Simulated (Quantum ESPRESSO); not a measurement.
# Sn (P-1) in Quantum ESPRESSO: convergence with wavefunction cutoff

Aim: find how far wavefunction cutoff must go before the results for Sn settle, at PBEsol. This setting moves, with any that are tied to it; all else stays.

Everything below comes from runs of Quantum ESPRESSO 7.5. Logs are shortened: lines on timing, memory, paths and dates and some standing lists are left out, and cuts for length are marked.

## 1. The cell of the first run

The typed cell holds 2 atoms: a = 4.455 Å, b = 4.455 Å, c = 4.455 Å, α = 97.40°, β = 97.40°, γ = 137.92°.

The cell isn't the ideal one: atoms moved at random, drawn with an rms of 0.1 Å.

## 2. With wavefunction cutoff 29 Ry

The input, pw.in:

```
&CONTROL
  calculation = 'scf'
  prefix = 'pwscf'
  outdir = './tmp'
  pseudo_dir = './pseudo'
  tprnfor = .true.
  tstress = .true.
  disk_io = 'nowf'
/
&SYSTEM
  ibrav = 0
  nat = 2
  ntyp = 1
  ecutwfc = 29
  nbnd = 21
  occupations = 'smearing'
  smearing = 'fd'
  degauss = 0.00734986
/
&ELECTRONS
  conv_thr = 4d-10
  electron_maxstep = 120
  mixing_beta = 0.5
/
ATOMIC_SPECIES
Sn   118.7100 Sn.upf
CELL_PARAMETERS angstrom
  -2.9401404553    2.9401404553    1.5993019889
   2.9401404553   -2.9401404553    1.5993019889
   2.9401404553    2.9401404553   -1.5993019889
ATOMIC_POSITIONS crystal
Sn    -0.0168590000   -0.0107290000   -0.0108660000
Sn     0.7544840000    0.2688060000    0.5166590000
K_POINTS automatic
6 6 6 0 0 0
```

Potentials or basis: PseudoDojo 0.4.1 SR PBEsol standard.

The run is started by

```console
> OMP_NUM_THREADS=1 pw.x -in pw.in > pw.out
```

pw.out:

```text
This program is part of the open-source Quantum ESPRESSO suite
     for quantum simulation of materials; please cite
[... 6 lines left out ...]
     --------------------
     sticks:   dense  smooth     PW     G-vecs:    dense   smooth      PW
     Sum         441     441    167                 7915     7915    1875

     Using Slab Decomposition

     bravais-lattice index     =            0
     lattice parameter (alat)  =       8.4186  a.u.
     unit-cell volume          =     373.1842 (a.u.)^3
     number of atoms/cell      =            2
     number of atomic types    =            1
     number of electrons       =        28.00
     number of Kohn-Sham states=           21
     kinetic-energy cutoff     =      29.0000  Ry
     charge density cutoff     =     116.0000  Ry
     scf convergence threshold =      4.0E-10
     mixing beta               =       0.5000
     number of iterations used =            8  plain     mixing
     Exchange-correlation= PBESOL
                           (   1   4  10   8   0   0   0)

     celldm(1)=   8.418644  celldm(2)=   0.000000  celldm(3)=   0.000000
     celldm(4)=   0.000000  celldm(5)=   0.000000  celldm(6)=   0.000000

     crystal axes: (cart. coord. in units of alat)
               a(1) = (  -0.659971   0.659971   0.358994 )
               a(2) = (   0.659971  -0.659971   0.358994 )
               a(3) = (   0.659971   0.659971  -0.358994 )

     reciprocal axes: (cart. coord. in units 2 pi/alat)
               b(1) = ( -0.000000  0.757609  1.392781 )
               b(2) = (  0.757609 -0.000000  1.392781 )
               b(3) = (  0.757609  0.757609  0.000000 )

     PseudoPot. # 1 for Sn read from file:
     Sn.upf
     Pseudo is Norm-conserving + core correction, Zval = 14.0
     Generated using ONCVPSP code by D. R. Hamann
     Using radial grid of 1628 points,  6 beta functions with:
                l(1) =   0
                l(2) =   0
                l(3) =   1
                l(4) =   1
                l(5) =   2
                l(6) =   2

     atomic species   valence    mass     pseudopotential
     Sn               14.00   118.71000     Sn( 1.00)

     No symmetry found

   Cartesian axes

     site n.     atom                  positions (alat units)
         1        Sn     tau(   1) = (  -0.0031256  -0.0112169  -0.0060031  )
         2        Sn     tau(   2) = (   0.0204466   0.6615133   0.1818775  )

     number of k points=   112  Fermi-Dirac smearing, width (Ry)=  0.0073

     Number of k-points >= 100: set verbosity='high' to print them.

     Dense  grid:     7915 G-vectors     FFT dimensions: (  30,  30,  30)

     Initial potential from superposition of free atoms

     starting charge      27.9972, renormalised to      28.0000

     negative rho (up, down):  1.209E-03 0.000E+00
     Starting wfcs are   18 randomized atomic wfcs +    3 random wfcs

     Self-consistent Calculation

     iteration #  1     ecut=    29.00 Ry     beta= 0.50
     Davidson diagonalization with overlap
     ethr =  1.00E-02,  avg # of iterations =  6.9

     negative rho (up, down):  4.573E-04 0.000E+00

     total energy              =    -306.45595852 Ry
     estimated scf accuracy    <       1.71329269 Ry

     iteration #  2     ecut=    29.00 Ry     beta= 0.50
     Davidson diagonalization with overlap
     ethr =  6.12E-03,  avg # of iterations =  2.0

     negative rho (up, down):  1.189E-04 0.000E+00

     total energy              =    -306.56394730 Ry
     estimated scf accuracy    <       0.15883717 Ry

     iteration #  3     ecut=    29.00 Ry     beta= 0.50
     Davidson diagonalization with overlap
     ethr =  5.67E-04,  avg # of iterations =  1.7

     total energy              =    -306.57098114 Ry
     estimated scf accuracy    <       0.01410465 Ry

     iteration #  4     ecut=    29.00 Ry     beta= 0.50
     Davidson diagonalization with overlap
     ethr =  5.04E-05,  avg # of iterations =  3.8

     total energy              =    -306.57221103 Ry
     estimated scf accuracy    <       0.00020015 Ry

     iteration #  5     ecut=    29.00 Ry     beta= 0.50
     Davidson diagonalization with overlap
     ethr =  7.15E-07,  avg # of iterations =  5.1

     total energy              =    -306.57227812 Ry
     estimated scf accuracy    <       0.00004745 Ry

     iteration #  6     ecut=    29.00 Ry     beta= 0.50
     Davidson diagonalization with overlap
     ethr =  1.69E-07,  avg # of iterations =  1.2

     total energy              =    -306.57227716 Ry
     estimated scf accuracy    <       0.00000599 Ry

     iteration #  7     ecut=    29.00 Ry     beta= 0.50
     Davidson diagonalization with overlap
     ethr =  2.14E-08,  avg # of iterations =  2.0

     total energy              =    -306.57227775 Ry
     estimated scf accuracy    <       0.00000036 Ry

     iteration #  8     ecut=    29.00 Ry     beta= 0.50
     Davidson diagonalization with overlap
     ethr =  1.27E-09,  avg # of iterations =  1.2

     total energy              =    -306.57227775 Ry
     estimated scf accuracy    <       0.00000002 Ry

     iteration #  9     ecut=    29.00 Ry     beta= 0.50
     Davidson diagonalization with overlap
     ethr =  6.73E-11,  avg # of iterations =  2.2

     total energy              =    -306.57227776 Ry
     estimated scf accuracy    <          3.5E-09 Ry

     iteration # 10     ecut=    29.00 Ry     beta= 0.50
     Davidson diagonalization with overlap
     ethr =  1.26E-11,  avg # of iterations =  1.2

     total energy              =    -306.57227776 Ry
     estimated scf accuracy    <          4.8E-10 Ry

     iteration # 11     ecut=    29.00 Ry     beta= 0.50
     Davidson diagonalization with overlap
     ethr =  1.71E-12,  avg # of iterations =  2.0

     End of self-consistent calculation

     Number of k-points >= 100: set verbosity='high' to print the bands.

     the Fermi energy is    10.8330 ev

!    total energy              =    -306.57227776 Ry
     estimated scf accuracy    <          9.9E-12 Ry
     smearing contrib. (-TS)   =      -0.00307917 Ry
     internal energy E=F+TS    =    -306.56919859 Ry

     The total energy is F=E-TS. E is the sum of the following terms:
     one-electron contribution =     -88.25937991 Ry
     hartree contribution      =      62.22582581 Ry
     xc contribution           =     -84.62930967 Ry
     ewald contribution        =    -195.90633481 Ry

     convergence has been achieved in  11 iterations

     Forces acting on atoms (cartesian axes, Ry/au):

     atom    1 type  1   force =     0.01997860    0.01348944    0.00015107
     atom    2 type  1   force =    -0.01997860   -0.01348944   -0.00015107

     Total force =     0.034092     Total SCF correction =     0.000002

     Computing stress (Cartesian axis) and pressure

          total   stress  (Ry/bohr**3)                   (kbar)     P=    -8395.05
  -0.05700240  -0.00000082   0.00002775        -8385.34       -0.12        4.08
  -0.00000082  -0.05706747  -0.00001156           -0.12    -8394.91       -1.70
   0.00002775  -0.00001156  -0.05713529            4.08       -1.70    -8404.89

=------------------------------------------------------------------------------=
   JOB DONE.
=------------------------------------------------------------------------------=
```

It took 38 s on 1 thread of Arm Neoverse V2, shared host; peak memory 0.06 GiB.

What came out:

| Property | Result |
| --- | --- |
| Free energy | -4171.1283 eV |
| Pressure | -839.5 GPa |
| Largest force | 0.620 eV/Å |
| Band gap on the k mesh | none (metal or under the smearing width) |

## 3. With wavefunction cutoff 36 Ry

Edit pw.in of step 2 so:

```diff
@@ -13,3 +13,3 @@
   ntyp = 1
-  ecutwfc = 29
+  ecutwfc = 36
   nbnd = 21
```

Potentials or basis: PseudoDojo 0.4.1 SR PBEsol standard.

The run is started by

```console
> OMP_NUM_THREADS=1 pw.x -in pw.in > pw.out
```

Wall time 60 s (1 thread of Arm Neoverse V2, shared host); peak memory 0.08 GiB.

Results:

| Item | Value |
| --- | --- |
| Free energy | -4241.9418 eV |
| Pressure | -434.8 GPa |
| Largest force | 0.335 eV/Å |
| Band gap on the k mesh | none (metal or under the smearing width) |

## 4. With wavefunction cutoff 43 Ry

Edit pw.in of step 3 so:

```diff
@@ -13,3 +13,3 @@
   ntyp = 1
-  ecutwfc = 36
+  ecutwfc = 43
   nbnd = 21
```

The run is started by

```console
> OMP_NUM_THREADS=1 pw.x -in pw.in > pw.out
```

Run time: 62 s. Hardware: 1 thread of Arm Neoverse V2, shared host; peak memory 0.1 GiB.

What came out:

* Free energy: -4268.9433 eV
* Pressure: -174.3 GPa
* Largest force: 0.438 eV/Å
* Band gap on the k mesh: none (metal or under the smearing width)

## 5. With wavefunction cutoff 50 Ry

Edit pw.in of step 4 so:

```diff
@@ -13,3 +13,3 @@
   ntyp = 1
-  ecutwfc = 43
+  ecutwfc = 50
   nbnd = 21
```

The run is started by

```console
> OMP_NUM_THREADS=1 pw.x -in pw.in > pw.out
```

Wall time 72 s (1 thread of Arm Neoverse V2, shared host); peak memory 0.12 GiB.

Results:

```yaml
Free_energy: -4277.0992 eV
Pressure: -52.7 GPa
Largest_force: 0.385 eV/Å
Band_gap_on_the_k_mesh: none (metal or under the smearing width)
```

## 6. With wavefunction cutoff 58 Ry

Edit pw.in of step 5 so:

```diff
@@ -13,3 +13,3 @@
   ntyp = 1
-  ecutwfc = 50
+  ecutwfc = 58
   nbnd = 21
```

Potentials or basis: PseudoDojo 0.4.1 SR PBEsol standard.

The run is started by

```console
> OMP_NUM_THREADS=1 pw.x -in pw.in > pw.out
```

Run time: 1.9 min. Hardware: 1 thread of Arm Neoverse V2, shared host; peak memory 0.15 GiB.

It converged, with:

* Free energy: -4279.0471 eV
* Pressure: -9.3 GPa
* Largest force: 0.395 eV/Å
* Band gap on the k mesh: none (metal or under the smearing width)

## 7. With wavefunction cutoff 65 Ry

Edit pw.in of step 6 so:

```diff
@@ -13,3 +13,3 @@
   ntyp = 1
-  ecutwfc = 58
+  ecutwfc = 65
   nbnd = 21
```

The run is started by

```console
> OMP_NUM_THREADS=1 pw.x -in pw.in > pw.out
```

It took 2 min on 1 thread of Arm Neoverse V2, shared host; peak memory 0.17 GiB.

It converged, with:

```yaml
Free_energy: -4279.2630 eV
Pressure: -1.9 GPa
Largest_force: 0.393 eV/Å
Band_gap_on_the_k_mesh: none (metal or under the smearing width)
```

## 8. With wavefunction cutoff 72 Ry

Edit pw.in of step 7 so:

```diff
@@ -13,3 +13,3 @@
   ntyp = 1
-  ecutwfc = 65
+  ecutwfc = 72
   nbnd = 21
```

The run is started by

```console
> OMP_NUM_THREADS=1 pw.x -in pw.in > pw.out
```

Run time: 2.1 min. Hardware: 1 thread of Arm Neoverse V2, shared host; peak memory 0.19 GiB.

It converged, with:

```
Free energy            : -4279.2785 eV
Pressure               : -1.0 GPa
Largest force          : 0.393 eV/Å
Band gap on the k mesh : none (metal or under the smearing width)
```

## 9. With wavefunction cutoff 86 Ry

Edit pw.in of step 8 so:

```diff
@@ -13,3 +13,3 @@
   ntyp = 1
-  ecutwfc = 72
+  ecutwfc = 86
   nbnd = 21
```

Potentials or basis: PseudoDojo 0.4.1 SR PBEsol standard.

The run is started by

```console
> OMP_NUM_THREADS=1 pw.x -in pw.in > pw.out
```

It took 3.1 min on 1 thread of Arm Neoverse V2, shared host; peak memory 0.24 GiB.

It converged, with:

```yaml
Free_energy: -4279.2791 eV
Pressure: -1.0 GPa
Largest_force: 0.393 eV/Å
Band_gap_on_the_k_mesh: none (metal or under the smearing width)
```

## 10. With wavefunction cutoff 108 Ry

Edit pw.in of step 9 so:

```diff
@@ -13,3 +13,3 @@
   ntyp = 1
-  ecutwfc = 86
+  ecutwfc = 108
   nbnd = 21
```

The run is started by

```console
> OMP_NUM_THREADS=1 pw.x -in pw.in > pw.out
```

It took 4.2 min on 1 thread of Arm Neoverse V2, shared host; peak memory 0.34 GiB.

It converged, with:

```
Free energy            : -4279.2795 eV
Pressure               : -1.0 GPa
Largest force          : 0.393 eV/Å
Band gap on the k mesh : none (metal or under the smearing width)
```

## 11. Summary

```
wavefunction cutoff  energy less the tightest run, at zero smearing (meV/atom)  pressure (GPa)  largest force (eV/Å)  SCF cycles  CPU time (s)  peak memory (GiB)
              29 Ry                                                   54075.85         -839.50                 0.620          11            38               0.06
              36 Ry                                                   18668.95         -434.75                 0.335          10            60               0.08
              43 Ry                                                    5168.13         -174.26                 0.438           9            62                0.1
              50 Ry                                                    1090.17          -52.69                 0.385           8            72               0.12
              58 Ry                                                     116.18           -9.34                 0.395           8           110               0.15
              65 Ry                                                       8.25           -1.90                 0.393           8           120               0.17
              72 Ry                                                       0.47           -0.99                 0.393           8           130               0.19
              86 Ry                                                       0.18           -0.98                 0.393           8           180               0.24
             108 Ry                                                       0.00           -0.98                 0.393           8           250               0.34
```

Against the tightest run, the energy stays within 1 meV/atom from 72 Ry on; the pressure stays within 0.1 GPa from 72 Ry on; the largest force stays within 0.005 eV/Å from 58 Ry on. The tightest run that finished is the yardstick and may itself not be fully converged.

Caveats: all runs use coarse meshes.
